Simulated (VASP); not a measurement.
# Lu (P6_3/mmc) in VASP: notebook, part 2 of 2

VASP 6.6.1. Earlier steps stand in the parts before.

## Step 5: Single point, PBE

Contents of INCAR:

```
SYSTEM = Lu
  PREC = Accurate
  ENCUT = 700
  EDIFF = 1E-6
  ISMEAR = 0
  SIGMA = 0.1
  LREAL = .False.
  LASPH = .True.
  NELM = 100
  ALGO = Normal
  ISIF = 2
  LWAVE = .False.
  LCHARG = .False.
  GGA = PE
  ADDGRID = .False.
```

Contents of KPOINTS:

```
regular mesh
0
Gamma
  8 8 5
  0 0 0
```

Contents of POSCAR:

```
Lu
1.0
    3.5031000000      0.0000000000      0.0000000000
   -1.7515500000      3.0337735920      0.0000000000
    0.0000000000      0.0000000000      5.5509000000
Lu
2
Direct
    0.6483880000      0.2977880000      0.7516770000
    0.3414390000      0.6668870000      0.2457360000
```

Potentials or basis: VASP PAW PBE potentials, release 64 (Lu_3), 4f in core.

Launch:

```console
$ cat potpaw_PBE.64/Lu_3/POTCAR > POTCAR
$ mpirun -np 1 vasp_std > vasp.out
```

OUTCAR:

```text
SYSTEM = Lu
   PREC = Accurate
   ENCUT = 700
   EDIFF = 1E-6
   ISMEAR = 0
   LREAL = .False.
   LASPH = .True.
   NELM = 100
   ISIF = 2
   GGA = PE

 Found    162 irreducible k-points:

 Following reciprocal coordinates:
            Coordinates               Weight
  0.000000  0.000000  0.000000      1.000000
  0.125000  0.000000  0.000000      2.000000
  0.000000  0.125000  0.000000      2.000000
 -0.125000  0.125000  0.000000      2.000000
  0.250000  0.000000  0.000000      2.000000
  0.000000  0.250000  0.000000      2.000000
   k-points           NKPTS =    162   k-points in BZ     NKDIM =    162   number of bands    NBANDS=     13
   number of dos      NEDOS =    301   number of ions     NIONS =      2
   total plane-waves  NPLWV =  43200
   dimension x,y,z NGX =    30 NGY =   30 NGZ =   48
   dimension x,y,z NGXF=    60 NGYF=   60 NGZF=   96
   ions per type =               2
   NGX,Y,Z   is equivalent  to a cutoff of  14.24, 14.24, 14.38 a.u.
   NGXF,Y,Z  is equivalent  to a cutoff of  28.47, 28.47, 28.75 a.u.
 SYSTEM =  Lu
   PREC   = accura    normal or accurate (medium, high low for compatibility)
   ISTART =      0    job   : 0-new  1-cont  2-samecut
   ICHARG =      2    charge: 1-file 2-atom 10-const
   ISPIN  =      1    spin polarized calculation?
   LNONCOLLINEAR =      F non collinear calculations
   LSORBIT =      F    spin-orbit coupling
   LASPH  =      T    aspherical Exc in radial PAW
   ENCUT  =  700.0 eV  51.45 Ry    7.17 a.u.   7.56  7.56 11.97*2*pi/ulx,y,z
   NELM   =    100;   NELMIN=  2; NELMDL= -5     # of ELM steps
   EDIFF  = 0.1E-05   stopping-criterion for ELM
   LREAL  =      F    real-space projection
   EDIFFG = 0.1E-04   stopping-criterion for IOM
   NSW    =      0    number of steps for IOM
   IBRION =     -1    ionic relax: 0-MD 1-quasi-New 2-CG
   NFREE  =      0    steps in history (QN), initial steepest desc. (CG)
   ISIF   =      2    stress and relaxation
   ISYM   =      2    0-nonsym 1-usesym 2-fastsym
   POTIM  = 0.5000    time-step for ionic-motion
   TEBEG  =    0.0;   TEEND  =   0.0 temperature during run
   PSTRESS=    0.0 pullay stress
   NELECT =      18.0000    total number of electrons
   NUPDOWN=      -1.0000    fix difference up-down
   EMIN   =  10.00;   EMAX   =-10.00  energy-range for DOS
   EFERMI =   0.00;   METHOD = LEGACY
   ISMEAR =     0;   SIGMA  =   0.10  broadening in eV -4-tet -1-fermi 0-gaus
   EFERMI_NEDOS =   21; number of points for ismear=-14 and -15
   IALGO  =     38    algorithm
   IMIX   =      4    mixing-type and parameters
     AMIX     =   0.40;   BMIX     =  1.00
     AMIX_MAG =   1.60;   BMIX_MAG =  1.00
  volume/ion in A,a.u.               =      29.50       199.05
  Fermi-wavevector in a.u.,A,eV,Ry     =   1.102130  2.082723 16.526853  1.214689
  Thomas-Fermi vector in A             =   2.238568
   LORBIT       =      0    0 simple, 1 ext, 2 COOP (PROOUT), +10 PAW based schemes
   GGA     = PE    functional components
   LHFCALC =     F    Hartree Fock is set to
   AEXX    =    0.0000 exact exchange contribution
   IVDW    =     0    specifies the selected vdW correction
   LEPSILON=     F    determine dielectric tensor
   LRPA    =     F    only Hartree local field effects (RPA)
 non-spin polarized calculation
 Gauss-broadening in eV      SIGMA  =   0.10
  energy-cutoff  :      700.00
  volume of cell :       58.99
 maximum number of plane-waves:      2501
   NGX = 15   NGY = 15   NGZ = 23

 number of electron      18.0000001 magnetization

 Free energy of the ion-electron system (eV)
  ---------------------------------------------------
  ext. energy  EPLUGINS =         0.00000000
  ---------------------------------------------------
  free energy    TOTEN  =        -8.89497531 eV

  energy without entropy =       -8.87389414  energy(sigma->0) =       -8.88443473

 E-fermi :   2.7695     XC(G=0):  -9.9083

 val. band max:        2.7632396156   @ k =  -0.3750  -0.2500   0.4000
 cond. band min:       2.7789694087   @ k =   0.1250   0.2500   0.0000
 fundamental gap:      0.0157297931
 Fermi energy:         2.7694974905

 k-point     1 :       0.0000    0.0000    0.0000
  band No.  band energies     occupation
      1     -24.2762      2.00000
      2     -23.8762      2.00000
      3     -23.8565      2.00000
      4     -23.7979      2.00000
      5     -23.7837      2.00000
      6     -23.7600      2.00000
      7      -3.2474      2.00000
      8       0.3395      2.00000
      9       3.3276      0.00000
     10       4.9399      0.00000
     11       5.0448      0.00000
     12       5.2004      0.00000
     13       5.6202      0.00000

 k-point     2 :       0.1250    0.0000    0.0000
  band No.  band energies     occupation
      1     -24.2539      2.00000
      2     -23.9104      2.00000
      3     -23.8872      2.00000
      4     -23.8456      2.00000
      5     -23.7933      2.00000
      6     -23.7694      2.00000
      7      -2.8802      2.00000
      8       0.7080      2.00000
      9       3.0683      0.00002
     10       4.2578      0.00000
     11       5.1635      0.00000
     12       5.3237      0.00000
     13       5.7972      0.00000

 k-point     3 :       0.0000    0.1250    0.0000
  band No.  band energies     occupation
      1     -24.2509      2.00000
      2     -23.9234      2.00000
      3     -23.8745      2.00000
      4     -23.8361      2.00000
      5     -23.8031      2.00000
      6     -23.7726      2.00000
      7      -2.8773      2.00000
      8       0.7203      2.00000
      9       3.1056      0.00000
     10       4.1969      0.00000
     11       5.1912      0.00000
     12       5.4042      0.00000
     13       5.6621      0.00000

 k-point     4 :      -0.1250    0.1250    0.0000
  band No.  band energies     occupation
      1     -24.2530      2.00000
      2     -23.9158      2.00000
      3     -23.8816      2.00000
      4     -23.8440      2.00000
      5     -23.7954      2.00000
      6     -23.7704      2.00000
      7      -2.8793      2.00000
      8       0.7119      2.00000
      9       3.0786      0.00001
     10       4.2421      0.00000
     11       5.1909      0.00000
     12       5.3358      0.00000
     13       5.7192      0.00000

 k-point     5 :       0.2500    0.0000    0.0000
  band No.  band energies     occupation
      1     -24.1953      2.00000
      2     -24.0297      2.00000
      3     -23.9597      2.00000
      4     -23.9242      2.00000
      5     -23.8136      2.00000
      6     -23.7972      2.00000
      7      -1.8724      2.00000
      8       1.5435      2.00000
      9       2.5145      1.99969
     10       3.3240      0.00000
     11       4.4774      0.00000
     12       5.1604      0.00000
     13       5.3203      0.00000

 k-point     6 :       0.0000    0.2500    0.0000
  band No.  band energies     occupation
      1     -24.1822      2.00000
      2     -24.0376      2.00000
      3     -23.9576      2.00000
      4     -23.9140      2.00000
      5     -23.8195      2.00000
      6     -23.8110      2.00000
      7      -1.8565      2.00000
      8       1.6120      2.00000
      9       2.6394      1.93412
     10       3.2550      0.00000
     11       4.4374      0.00000
     12       4.8340      0.00000
     13       5.4104      0.00000

 [... further k-points ...]

------------------------ aborting loop because EDIFF is reached ----------------------------------------

  FORCE on cell =-STRESS in cart. coord.  units (eV):
  Direction    XX          YY          ZZ          XY          YZ          ZX
  --------------------------------------------------------------------------------------
  -------------------------------------------------------------------------------------
  Total       -0.0412360      0.2317512     -0.1310268     -0.0353735     -0.0226513     -0.0047495
  in kB       -1.1199216      6.2940979     -3.5585389     -0.9607038     -0.6151833     -0.1289923
  external PRESSURE =       0.5385458 kB  Pullay stress =       0.0000000 kB

 VOLUME and BASIS-vectors are now :
 -----------------------------------------------------------------------------
  energy-cutoff  :      700.00
  volume of cell :       58.99
      direct lattice vectors                 reciprocal lattice vectors
     3.503100000  0.000000000  0.000000000     0.285461448  0.164811244  0.000000000
    -1.751550000  3.033773592  0.000000000     0.000000000  0.329622488  0.000000000
     0.000000000  0.000000000  5.550900000     0.000000000  0.000000000  0.180150967

 POSITION                                       TOTAL-FORCE (eV/Angst)
 -----------------------------------------------------------------------------------
      1.74978      0.90342      4.17248         0.033129      0.151177     -0.137121
      0.02801      2.02318      1.36406        -0.033129     -0.151177      0.137121
 -----------------------------------------------------------------------------------
    total drift:                               -0.000000     -0.000002     -0.000000

  FREE ENERGIE OF THE ION-ELECTRON SYSTEM (eV)
  ---------------------------------------------------
  free  energy   TOTEN  =        -8.8949753099 eV

  energy  without entropy=       -8.8738941441  energy(sigma->0) =       -8.88443473
```

It took 81 s on 1 thread of Intel Xeon 6975P-C (Granite Rapids), shared host; peak memory 0.33 GiB.

These settings aren't checked as converged: the numbers below hold their error.

What came out:

- Free energy: -8.8950 eV
- Pressure: 0.1 GPa
- Largest force: 0.207 eV/Å
- Band gap on the k mesh: none (metal or under the smearing width)

## Step 6: Single point, PBE

Edit INCAR of step 5 so:

```diff
@@ -2,3 +2,3 @@
   PREC = Accurate
-  ENCUT = 700
+  ENCUT = 450
   EDIFF = 1E-6
```

Contents of KPOINTS:

```
regular mesh
0
Gamma
  11 11 6
  0 0 0
```

Contents of POSCAR:

```
Lu
1.0
    3.5031000000      0.0000000000      0.0000000000
   -1.7515500000      3.0337735920      0.0000000000
    0.0000000000      0.0000000000      5.5509000000
Lu
2
Direct
    0.6666666667      0.3333333333      0.7500000000
    0.3333333333      0.6666666667      0.2500000000
```

Potentials or basis: VASP PAW PBE potentials, release 64 (Lu_3), 4f in core.

Launch:

```console
$ cat potpaw_PBE.64/Lu_3/POTCAR > POTCAR
$ mpirun -np 1 vasp_std > vasp.out
```

OUTCAR:

```text
SYSTEM = Lu
   PREC = Accurate
   ENCUT = 450
   EDIFF = 1E-6
   ISMEAR = 0
   LREAL = .False.
   LASPH = .True.
   NELM = 100
   ISIF = 2
   GGA = PE

 Found     64 irreducible k-points:

 Following reciprocal coordinates:
            Coordinates               Weight
  0.000000  0.000000  0.000000      1.000000
  0.090909  0.000000  0.000000      6.000000
  0.181818  0.000000  0.000000      6.000000
  0.272727 -0.000000  0.000000      6.000000
  0.363636  0.000000  0.000000      6.000000
  0.454545  0.000000  0.000000      6.000000
   k-points           NKPTS =     64   k-points in BZ     NKDIM =     64   number of bands    NBANDS=     13
   number of dos      NEDOS =    301   number of ions     NIONS =      2
   total plane-waves  NPLWV =  23040
   dimension x,y,z NGX =    24 NGY =   24 NGZ =   40
   dimension x,y,z NGXF=    48 NGYF=   48 NGZF=   80
   ions per type =               2
   NGX,Y,Z   is equivalent  to a cutoff of  11.39, 11.39, 11.98 a.u.
   NGXF,Y,Z  is equivalent  to a cutoff of  22.78, 22.78, 23.96 a.u.
 SYSTEM =  Lu
   PREC   = accura    normal or accurate (medium, high low for compatibility)
   ISTART =      0    job   : 0-new  1-cont  2-samecut
   ICHARG =      2    charge: 1-file 2-atom 10-const
   ISPIN  =      1    spin polarized calculation?
   LNONCOLLINEAR =      F non collinear calculations
   LSORBIT =      F    spin-orbit coupling
   LASPH  =      T    aspherical Exc in radial PAW
   ENCUT  =  450.0 eV  33.07 Ry    5.75 a.u.   6.06  6.06  9.60*2*pi/ulx,y,z
   NELM   =    100;   NELMIN=  2; NELMDL= -5     # of ELM steps
   EDIFF  = 0.1E-05   stopping-criterion for ELM
   LREAL  =      F    real-space projection
   EDIFFG = 0.1E-04   stopping-criterion for IOM
   NSW    =      0    number of steps for IOM
   IBRION =     -1    ionic relax: 0-MD 1-quasi-New 2-CG
   NFREE  =      0    steps in history (QN), initial steepest desc. (CG)
   ISIF   =      2    stress and relaxation
   ISYM   =      2    0-nonsym 1-usesym 2-fastsym
   POTIM  = 0.5000    time-step for ionic-motion
   TEBEG  =    0.0;   TEEND  =   0.0 temperature during run
   PSTRESS=    0.0 pullay stress
   NELECT =      18.0000    total number of electrons
   NUPDOWN=      -1.0000    fix difference up-down
   EMIN   =  10.00;   EMAX   =-10.00  energy-range for DOS
   EFERMI =   0.00;   METHOD = LEGACY
   ISMEAR =     0;   SIGMA  =   0.10  broadening in eV -4-tet -1-fermi 0-gaus
   EFERMI_NEDOS =   21; number of points for ismear=-14 and -15
   IALGO  =     38    algorithm
   IMIX   =      4    mixing-type and parameters
     AMIX     =   0.40;   BMIX     =  1.00
     AMIX_MAG =   1.60;   BMIX_MAG =  1.00
  volume/ion in A,a.u.               =      29.50       199.05
  Fermi-wavevector in a.u.,A,eV,Ry     =   1.102130  2.082723 16.526853  1.214689
  Thomas-Fermi vector in A             =   2.238568
   LORBIT       =      0    0 simple, 1 ext, 2 COOP (PROOUT), +10 PAW based schemes
   GGA     = PE    functional components
   LHFCALC =     F    Hartree Fock is set to
   AEXX    =    0.0000 exact exchange contribution
   IVDW    =     0    specifies the selected vdW correction
   LEPSILON=     F    determine dielectric tensor
   LRPA    =     F    only Hartree local field effects (RPA)
 non-spin polarized calculation
 Gauss-broadening in eV      SIGMA  =   0.10
  energy-cutoff  :      450.00
  volume of cell :       58.99
 maximum number of plane-waves:      1296
   NGX = 13   NGY = 13   NGZ = 19

 number of electron      18.0000001 magnetization

 Free energy of the ion-electron system (eV)
  ---------------------------------------------------
  ext. energy  EPLUGINS =         0.00000000
  ---------------------------------------------------
  free energy    TOTEN  =        -8.91513266 eV

  energy without entropy =       -8.89983926  energy(sigma->0) =       -8.90748596

 E-fermi :   2.7788     XC(G=0):  -9.9081

 val. band max:        2.7661342929   @ k =   0.3636   0.0000   0.0000
 cond. band min:       2.8159759357   @ k =   0.3636   0.1818   0.3333
 fundamental gap:      0.0498416428
 Fermi energy:         2.7788387529

 k-point     1 :       0.0000    0.0000    0.0000
  band No.  band energies     occupation
      1     -24.2688      2.00000
      2     -23.8602      2.00000
      3     -23.8602      2.00000
      4     -23.7842      2.00000
      5     -23.7842      2.00000
      6     -23.7579      2.00000
      7      -3.2478      2.00000
      8       0.3402      2.00000
      9       3.3275      0.00000
     10       4.9921      0.00000
     11       4.9924      0.00000
     12       5.2747      0.00000
     13       5.6973      0.00000

 k-point     2 :       0.0909    0.0000    0.0000
  band No.  band energies     occupation
      1     -24.2561      2.00000
      2     -23.8864      2.00000
      3     -23.8690      2.00000
      4     -23.8119      2.00000
      5     -23.7879      2.00000
      6     -23.7637      2.00000
      7      -3.0510      2.00000
      8       0.5420      2.00000
      9       3.1936      0.00000
     10       4.5002      0.00000
     11       5.1787      0.00000
     12       5.4930      0.00000
     13       5.9606      0.00000

 k-point     3 :       0.1818    0.0000    0.0000
  band No.  band energies     occupation
      1     -24.2201      2.00000
      2     -23.9571      2.00000
      3     -23.8919      2.00000
      4     -23.8845      2.00000
      5     -23.7986      2.00000
      6     -23.7811      2.00000
      7      -2.4862      2.00000
      8       1.0872      2.00000
      9       2.8620      0.23942
     10       3.7839      0.00000
     11       4.8406      0.00000
     12       5.4436      0.00000
     13       5.7272      0.00000

 k-point     4 :       0.2727   -0.0000    0.0000
  band No.  band energies     occupation
      1     -24.1671      2.00000
      2     -24.0501      2.00000
      3     -23.9758      2.00000
      4     -23.9207      2.00000
      5     -23.8136      2.00000
      6     -23.8099      2.00000
      7      -1.6312      2.00000
      8       1.7029      2.00000
      9       2.4729      1.99998
     10       3.1621      0.00000
     11       4.4066      0.00000
     12       4.9058      0.00000
     13       5.2362      0.00000

 k-point     5 :       0.3636    0.0000    0.0000
  band No.  band energies     occupation
      1     -24.1359      2.00000
      2     -24.1074      2.00000
      3     -24.0564      2.00000
      4     -23.9463      2.00000
      5     -23.8471      2.00000
      6     -23.8281      2.00000
      7      -0.6272      2.00000
      8       1.8149      2.00000
      9       2.1476      2.00000
     10       2.7661      1.14259
     11       4.5257      0.00000
     12       4.5902      0.00000
     13       4.9111      0.00000

 k-point     6 :       0.4545    0.0000    0.0000
  band No.  band energies     occupation
      1     -24.1868      2.00000
      2     -24.1031      2.00000
      3     -24.0603      2.00000
      4     -23.9613      2.00000
      5     -23.8809      2.00000
      6     -23.8369      2.00000
      7       0.2588      2.00000
      8       1.4967      2.00000
      9       1.9657      2.00000
     10       2.5038      1.99990
     11       4.3301      0.00000
     12       4.7391      0.00000
     13       5.0346      0.00000

 [... further k-points ...]

------------------------ aborting loop because EDIFF is reached ----------------------------------------

  FORCE on cell =-STRESS in cart. coord.  units (eV):
  Direction    XX          YY          ZZ          XY          YZ          ZX
  --------------------------------------------------------------------------------------
  -------------------------------------------------------------------------------------
  Total        0.0952571      0.0952571     -0.3585320      0.0000000      0.0000000      0.0000000
  in kB        2.5870735      2.5870735     -9.7373183      0.0000000      0.0000000      0.0000000
  external PRESSURE =      -1.5210571 kB  Pullay stress =       0.0000000 kB

 VOLUME and BASIS-vectors are now :
 -----------------------------------------------------------------------------
  energy-cutoff  :      450.00
  volume of cell :       58.99
      direct lattice vectors                 reciprocal lattice vectors
     3.503100000  0.000000000  0.000000000     0.285461448  0.164811244  0.000000000
    -1.751550000  3.033773592  0.000000000     0.000000000  0.329622488  0.000000000
     0.000000000  0.000000000  5.550900000     0.000000000  0.000000000  0.180150967

 POSITION                                       TOTAL-FORCE (eV/Angst)
 -----------------------------------------------------------------------------------
      1.75155      1.01126      4.16318        -0.000000      0.000000      0.000000
     -0.00000      2.02252      1.38773         0.000000     -0.000000      0.000000
 -----------------------------------------------------------------------------------
    total drift:                               -0.000000      0.000000     -0.000000

  FREE ENERGIE OF THE ION-ELECTRON SYSTEM (eV)
  ---------------------------------------------------
  free  energy   TOTEN  =        -8.9151326584 eV

  energy  without entropy=       -8.8998392612  energy(sigma->0) =       -8.90748596
```

OSZICAR:

```text
N       E                     dE             d eps       ncg     rms          rms(c)
DAV:   1     0.388267524180E+02    0.38827E+02   -0.82148E+03  3084   0.138E+03
DAV:   2    -0.675779327539E+01   -0.45585E+02   -0.44454E+02  2804   0.664E+02
DAV:   3    -0.883443008843E+01   -0.20766E+01   -0.19319E+01  2936   0.569E+01
DAV:   4    -0.891860848281E+01   -0.84178E-01   -0.82755E-01  3051   0.102E+01
DAV:   5    -0.892186054549E+01   -0.32521E-02   -0.32384E-02  2765   0.180E+00    0.251E+01
DAV:   6    -0.890883943802E+01    0.13021E-01   -0.35374E-02  2781   0.426E+00    0.149E+01
DAV:   7    -0.891526217459E+01   -0.64227E-02   -0.66422E-02  2723   0.569E+00    0.372E-01
DAV:   8    -0.891512700754E+01    0.13517E-03   -0.45080E-03  2750   0.965E-01    0.102E-01
DAV:   9    -0.891513677593E+01   -0.97684E-05   -0.21267E-04  2875   0.237E-01    0.295E-02
DAV:  10    -0.891513224630E+01    0.45296E-05   -0.22517E-05  2838   0.742E-02    0.334E-02
DAV:  11    -0.891513265837E+01   -0.41207E-06   -0.71491E-07  1607   0.187E-02
   1 F= -.89151327E+01 E0= -.89074860E+01  d E =-.152934E-01
```

It took 12 s on 1 thread of Intel Xeon 6975P-C (Granite Rapids), shared host; peak memory 0.18 GiB.

These settings aren't checked as converged: the numbers below hold their error.

What came out:

```yaml
Free_energy: -8.9151 eV
Pressure: -0.2 GPa
Band_gap_on_the_k_mesh: none (metal or under the smearing width)
```

## Step 7: For comparison

An earlier run on the cell as given: functional PBE; potentials or basis VASP PAW PBE potentials, release 64 (Lu); cutoff 520 eV; k mesh 9 × 9 × 5; occupations fermi-dirac, width 0.05 eV; no spin polarisation.

- Pressure: -0.4 GPa
- Band gap on the k mesh: none (metal or under the smearing width)
